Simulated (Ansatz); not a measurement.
System: W (fcc type), 1 atom in the cell.

Method: Ansatz 0.2.0 development build, PBE, all-electron LAPW, point nucleus.

k-mesh 4×4×4 Γ-centred; Fermi–Dirac smearing of 0.15 eV; no spin polarisation; no spin–orbit coupling.

```xyz
1
Lattice="0.0000 2.0206 2.0206 2.0206 0.0000 2.0206 2.0206 2.0206 0.0000" Properties=species:S:1:pos:R:3 pbc="T T T"
W     0.0000    0.0000    0.0000
```

What pressure does the calculation give?

The pressure is -1.01 GPa, so at these settings the cell is stretched and would shrink.

The k-mesh is coarse, so these values belong to this mesh and can lie far from the converged ones. This cubic structure is a model: it isn't the usual form of the substance at ambient conditions, and such phases are metastable or hypothetical.
